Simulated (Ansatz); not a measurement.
## Gd under compression and expansion

Space group Im-3m (No. 229). a = 4.046 Å, b = 4.046 Å, c = 4.046 Å, α = 90.00°, β = 90.00°, γ = 90.00°
```tsv
atom	site	symmetry	x	y	z
Gd	2a	m-3m	0.0000	0.0000	0.0000
```

The runs use the primitive cell with vectors (-2.023, 2.023, 2.023), (2.023, -2.023, 2.023), (2.023, 2.023, -2.023) Å, to which the k mesh refers.

It takes space group Im-3m (No. 229, cubic). Conventional cell: a = 4.046 Å, b = 4.046 Å, c = 4.046 Å, α = 90.00°, β = 90.00°, γ = 90.00°. Gd (site symmetry m-3m) is surrounded by 8 Gd at 3.50 Å.

The structure comes from a relaxation in the same program, started in the bcc type, and has space group Im-3m. Whether it is a known phase or the ground state wasn't checked.

Where the f shell is localised, expect the real compound to differ from this run without U.

Other magnetic orders may lie lower; this is the state that the run reached.

Spin–orbit coupling is left out, though it moves levels of the heavy atoms by tenths of an eV or more.

Methods: DFT, PBE, all-electron LAPW, scalar-relativistic (Ansatz 0.2.0); DFT, PBE, PAW with Ansatz's default frozen-core files, scalar-relativistic (Ansatz 0.2.0).

For LAPW: a Γ-centred 13×13×13 k mesh, Fermi–Dirac smearing of 0.05 eV, basis error target 0.25 meV/atom, spin-polarised from start moments Gd 7 μB. PAW takes a cutoff of 420 eV at this cell. The Ansatz runs share mesh, smearing and spin set-up. Plane-wave (PAW) pressures include the program's estimate of the Pulay term.

The cell above is scaled evenly, with fractional coordinates and shape held.

| V/V(cell) | V (Å³/atom) | P, LAPW (GPa) | P, PAW (GPa) | moment, LAPW (μB) |
| --- | --- | --- | --- | --- |
| 0.9405 | 31.145 | 2.25 | 2.25 | 7.63 |
| 0.9800 | 32.453 | 0.70 | 0.69 | 7.64 |
| 1.0000 | 33.115 | 0.01 | 0.01 | 7.64 |
| 1.0200 | 33.778 | ? | ? | ? |
| 1.0600 | 35.102 | -1.66 | -1.67 | 7.65 |

Q: Fill in the row V/V(cell) = 1.0200.

A: P, LAPW (GPa) = -0.60, P, PAW (GPa) = -0.60, moment, LAPW (μB) = 7.64.

Q: What do Birch–Murnaghan fits to the pressures give?

A: LAPW: V0 = 33.13 Å³/atom, B0 = 32 GPa, B0′ = 3.9; PAW: V0 = 33.13 Å³/atom, B0 = 32 GPa, B0′ = 4.0.

PAW's V0 lies -0.01 % from the all-electron value and its B0 0.1 %. Symmetry fixes shape and coordinates here, so this is the relaxed modulus.
